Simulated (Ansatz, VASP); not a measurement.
# P: VASP beside Ansatz

Contents of INCAR:

```
PREC = Accurate
ENCUT = 520
EDIFF = 1E-6
ISMEAR = 0
SIGMA = 0.020999999999999998
LREAL = False
LASPH = True
NELM = 100
ALGO = Normal
ISIF = 2
LWAVE = False
LCHARG = False
GGA = PE
```

KPOINTS

```
regular mesh
0
Gamma
  8 8 6
```

POSCAR

```
P
1.0
    1.6477431241     -5.4650377251      0.0000000000
    1.6477431241      5.4650377251      0.0000000000
    0.0000000000      0.0000000000      4.5436355900
P
4
Direct
    0.9041431300      0.0958568700      0.5888151700
    0.0958568700      0.9041431300      0.4111848300
    0.5958568700      0.4041431300      0.0888151700
    0.4041431300      0.5958568700      0.9111848300
```

The input input.yaml:

```yaml
crystal:
  lattice:
    - [1.6477431241, -5.4650377251, 0.0]
    - [1.6477431241, 5.4650377251, 0.0]
    - [0.0, 0.0, 4.54363559]
  atoms:
    - { symbol: P, position: [0.90414313, 0.09585687, 0.58881517] }
    - { symbol: P, position: [0.09585687, 0.90414313, 0.41118483] }
    - { symbol: P, position: [0.59585687, 0.40414313, 0.08881517] }
    - { symbol: P, position: [0.40414313, 0.59585687, 0.91118483] }
hamiltonian:
  xc: pbe
  pseudopotentials: { kind: paw }
kpoints:
  mp_grid: { grid: [8, 8, 6] }
scf:
  occupations: { method: gaussian, width: 0.021 }
output:
  forces: true
  stress: true
  eigenvalues: true
```

Alike in both runs: task single point; functional PBE; k mesh 8 × 8 × 6; occupations gaussian, width 0.021 eV; no spin polarisation.

```csv
,VASP,Ansatz
version,VASP 6.6.1,Ansatz 0.2.0
potentials or method,"VASP PAW PBE potentials, release 64 (P)",Ansatz PAW
plane-wave cutoff (eV),520,420
valence electrons in the cell,20,20
```

```csv
,VASP,Ansatz,Ansatz less VASP
gap on the k mesh at the Fermi level (eV),0.11,0.10,-0.015
least direct gap on the mesh (eV),0.11,0.10,-0.015
pressure (GPa),1.7,2.0,+0.33
largest component of the traceless stress (GPa),0.20,0.22,+0.019
rms of the force components (eV/Å),0.166,0.195,+0.0290
```

Atom by atom the forces differ by 0.031 eV/Å (rms over components).

A k mesh can miss the band edges. PBE gaps usually lie below the measured ones, often by a third to a half.
